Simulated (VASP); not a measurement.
Input of a VASP 6.6.1 run:

File POSCAR:

```
SnO2
1.0
   -2.0000686112      2.0000686112      5.1236788559
    2.0000686112     -2.0000686112      5.1236788559
    2.0000686112      2.0000686112     -5.1236788559
Sn O
2 4
Direct
    0.0000000000      0.0000000000      0.0000000000
    0.7500000000      0.2500000000      0.5000000000
    0.5465225900      0.0465225900      0.5000000000
    0.2034774100      0.2034774100      0.0000000000
    0.9534774100      0.4534774100      0.5000000000
    0.7965225900      0.7965225900      0.0000000000
```

Contents of INCAR.step1:

```
ALGO = Fast ; EDIFF = 1E-7
ENCUT = 520 ; GGA = PE
ISIF = 2 ; ISMEAR = -1
LASPH = True ; LCHARG = True
LREAL = False ; LWAVE = False
NELM = 100 ; PREC = Accurate
SIGMA = 0.05
```

KPOINTS.step1

```
k-points
0
Gamma
  9 9 9
```

INCAR.step2

```
ALGO = Fast ; EDIFF = 1E-7
ENCUT = 520 ; GGA = PE
ICHARG = 11 ; ISIF = 2
ISMEAR = 0 ; LASPH = True
LCHARG = False ; LREAL = False
LWAVE = False ; NELM = 100
PREC = Accurate ; SIGMA = 0.05
```

File KPOINTS.step2:

```
path GXYSGZS1NPY1Z,XP
15
line-mode
reciprocal
 0.0000000000  0.0000000000  0.0000000000  G
-0.5000000000  0.5000000000  0.0000000000  X

-0.5000000000  0.5000000000  0.0000000000  X
-0.5000000000  0.5000000000 -0.0761896521  Y

-0.5000000000  0.5000000000 -0.0761896521  Y
-0.2880948261  0.2880948261 -0.2880948261  S

-0.2880948261  0.2880948261 -0.2880948261  S
 0.0000000000  0.0000000000  0.0000000000  G

 0.0000000000  0.0000000000  0.0000000000  G
 0.5000000000  0.5000000000 -0.5000000000  Z

 0.5000000000  0.5000000000 -0.5000000000  Z
 0.2880948261  0.7119051739 -0.7119051739  S1

 0.2880948261  0.7119051739 -0.7119051739  S1
 0.0000000000  0.5000000000 -0.5000000000  N

 0.0000000000  0.5000000000 -0.5000000000  N
-0.2500000000  0.7500000000 -0.2500000000  P

-0.2500000000  0.7500000000 -0.2500000000  P
 0.0761896521  0.9238103479 -0.5000000000  Y1

 0.0761896521  0.9238103479 -0.5000000000  Y1
 0.5000000000  0.5000000000 -0.5000000000  Z

-0.5000000000  0.5000000000  0.0000000000  X
-0.2500000000  0.7500000000 -0.2500000000  P
```

Potentials or basis: VASP PAW PBE potentials, release 64 (Sn_d, O).

Command:

```console
$ cat potpaw_PBE.64/Sn_d/POTCAR potpaw_PBE.64/O/POTCAR > POTCAR
$ cp INCAR.step1 INCAR
$ cp KPOINTS.step1 KPOINTS
$ mpirun -np 1 vasp_std > vasp.out
$ cp INCAR.step2 INCAR
$ cp KPOINTS.step2 KPOINTS
$ mpirun -np 1 vasp_std > vasp.out
```

(1) Estimate the band gap on the k mesh.

(2) Estimate the band gap along the path.

Results:

(1) 1.64 eV, indirect (least direct gap 2.02 eV).

(2) 1.64 eV, indirect (least direct gap 2.02 eV).

Caveat: the log is that of the step along the path at fixed density, whose energy, stress, charges and moments have no meaning; spin-orbit coupling is left out, which moves the levels of the heavy elements.
